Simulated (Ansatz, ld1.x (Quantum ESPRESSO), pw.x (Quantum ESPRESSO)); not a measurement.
# Ta (Z = 73): one change to the ultrasoft potential, in the atom and in the sc crystal

- Element: tantalum
- Generator: ld1.x (Quantum ESPRESSO) 7.5
- Type: ultrasoft
- Functional: PBE
- Relativity: scalar-relativistic
- Frozen core: [Kr] 4d10 4f14 5s2
- Valence charge: 11
- Reference configuration: 5p6 5d4 6s1 6p0
- Partial waves: 6s (bound): rcut 2.55, rcutus 3.10 bohr; 6s channel at 0.15 Ry: rcut 2.55, rcutus 3.10 bohr; 5p (bound): rcut 2.00, rcutus 2.75 bohr; 6p (bound, empty): rcut 2.00, rcutus 2.75 bohr; 5d (bound): rcut 2.35, rcutus 2.70 bohr; 5d channel at 1.25 Ry: rcut 2.35, rcutus 2.70 bohr
- Local potential: all-electron potential smoothed inside 2.10 bohr (lloc = -2)
- Core correction: Bessel-smoothed model core inside 1.65 bohr
- Augmentation charge: PSQ, inside the norm-conserving radii

Change: reference 5p6 5d3 6s2 6p0.

Cutoffs, loose and tight: the cutoffs (Ry, on a coarse ladder) from which the occupation-weighted sum of valence levels, in a spherical-Bessel basis at the reference potential, stays within 10 and 1 mRy of its value at 400 Ry. They do not see the model core or the augmentation charge, which bear on the density cutoff. Test errors are all-electron minus pseudo excitation energies from the reference, over the configurations 5p6 5d3 6s2 6p0; 5p6 5d3 6s1 6p0; 5p6 5d3 6s0 6p0; 5p6 5d2 6s2 6p1; 5p6 5d3 6s0 6p1; 5p5 5d3 6s2 6p0; 5p6 5d3 6s1 6p1; variants that change the core or the reference have their own tests.

Crystal test: sc Ta in pw.x 7.5, no spin, 12³ k-points, Fermi–Dirac smearing 0.01 Ry, cutoffs set for each file from its atomic test. The reference is all-electron LAPW (Ansatz 0.2.0) with the same functional, mesh and smearing; V0 and B0 come from Birch–Murnaghan fits to the pressures at five volumes. Errors are pseudo minus all-electron; Δ is the rms difference of the E(V) curves that follow from these fits, minima aligned, over ±6 % about the mean V0. Mesh and smearing are coarse, so the numbers serve the comparison and aren't converged zero-temperature values; the lattice is a test structure that the element need not adopt.

All-electron: a0 = 2.742 Å (V0 = 20.63 Å³/atom), B0 = 143.1 GPa.

Question: Does the change bring the crystal closer to the all-electron result?

Answer: The mean pressure error goes from +0.46 to +53.99 GPa, so the change moves the solid further from the all-electron pressures.

| quantity | base | changed |
| --- | --- | --- |
| outcome (atom) | generated | generated |
| cutoff, loose (atom) | 12 Ry | 12 Ry |
| cutoff, tight (atom) | 21 Ry | 21 Ry |
| bound ghosts (atom) | none | none |
| largest test error (meV) (atom) | -948 over the solved tests; 1 of 7 tests not solved or not reliable | test run stopped at test 3 of 7 (negative rho), 2 before it not solved |
| cutoffs in pw.x (Ry) | 40/460 | 40/320 |
| a0 (Å) | 2.742 | – |
| a0 error (%) | -0.00 | – |
| B0 error (%) | +18.7 | – |
| Δ (meV/atom) | 2.8 | – |
| mean pressure error (GPa) | +0.46 | +53.99 |

A dash: not determined, or the minimum lies outside the volumes sampled.

Base: The largest radius (3.10 bohr) exceeds half the bond length (2.58 bohr), so the spheres overlap, which is one possible source of error among others. This is a poor potential for the solid. Atomic configuration tests: 1 of 7 tests not solved or not reliable. Changed file: The largest radius (3.10 bohr) exceeds half the bond length (2.58 bohr), so the spheres overlap, which is one possible source of error among others. This is a poor potential for the solid. Atomic configuration tests: test run stopped at test 3 of 7 (negative rho), 2 before it not solved. The atomic cutoffs weigh occupied waves only.
